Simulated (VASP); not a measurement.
Here is a VASP 6.6.1 calculation.

INCAR

```
PREC = Accurate
ENCUT = 600
EDIFF = 1E-6
ISMEAR = 0
SIGMA = 0.1
LREAL = False
LASPH = True
NELM = 100
ALGO = Fast
ISIF = 3
LWAVE = False
LCHARG = False
GGA = PE
IBRION = 2
NSW = 100
EDIFFG = -0.005
```

KPOINTS

```
regular mesh
0
Gamma
  14 14 12
```

File POSCAR:

```
CuAu
1.0
    2.8107494552      0.0000000000      0.0000000000
    0.0000000000      2.8107494552      0.0000000000
    0.0000000000      0.0000000000      3.6850000000
Cu Au
1 1
Direct
    0.5000000000      0.5000000000      0.5000000000
    0.0000000000      0.0000000000      0.0000000000
```

Potentials or basis: VASP PAW PBE potentials, release 64 (Cu, Au).

Command:

```console
$ cat potpaw_PBE.64/Cu/POTCAR potpaw_PBE.64/Au/POTCAR > POTCAR
$ mpirun -np 1 vasp_std > vasp.out
```

Problem. What does it give for the space group after relaxing (to 0.05 Å)?

Solution. P4/mmm (No. 123).

Problem. Estimate the relaxed cell.

Solution. a = 2.885 Å, b = 2.885 Å, c = 3.598 Å, α = 90.00°, β = 90.00°, γ = 90.00°.

Step by step:
```tsv
step	energy change (eV)	largest force (eV/Å)	pressure (GPa)	volume (Å³)
1	0.0000	0.0000	4.21	29.11
3	-0.0140	0.0000	1.37	30.11
5	-0.0137	0.0000	-0.75	30.22
7	-0.0139	0.0000	-0.44	30.14
9	-0.0147	0.0000	-0.15	29.97
11	-0.0155	0.0000	1.02	29.89
13	-0.0160	0.0000	1.09	29.78
15	-0.0165	0.0000	0.68	29.83
17	-0.0174	0.0000	-0.35	30.03
19	-0.0174	0.0000	-0.10	30.01
21	-0.0174	0.0000	-0.23	30.00
23	-0.0174	0.0000	-0.11	29.99
25	-0.0174	0.0000	-0.32	29.96
27	-0.0173	0.0000	0.32	29.94
29	-0.0174	0.0000	0.23	29.95
31	-0.0173	0.0000	0.37	29.95
33	-0.0174	0.0000	0.05	29.96
35	-0.0174	0.0000	0.24	29.96
37	-0.0174	0.0000	0.28	29.96
39	-0.0174	0.0000	0.29	29.96
41	-0.0174	0.0000	0.29	29.96
43	-0.0174	0.0000	0.29	29.96
45	-0.0174	0.0000	0.29	29.96
47	-0.0174	0.0000	0.29	29.96
48	-0.0174	0.0000	0.00	29.96
```

Spin-orbit coupling is left out, which matters for the levels of Au. PBE usually gives volumes a little too large and moduli too small.
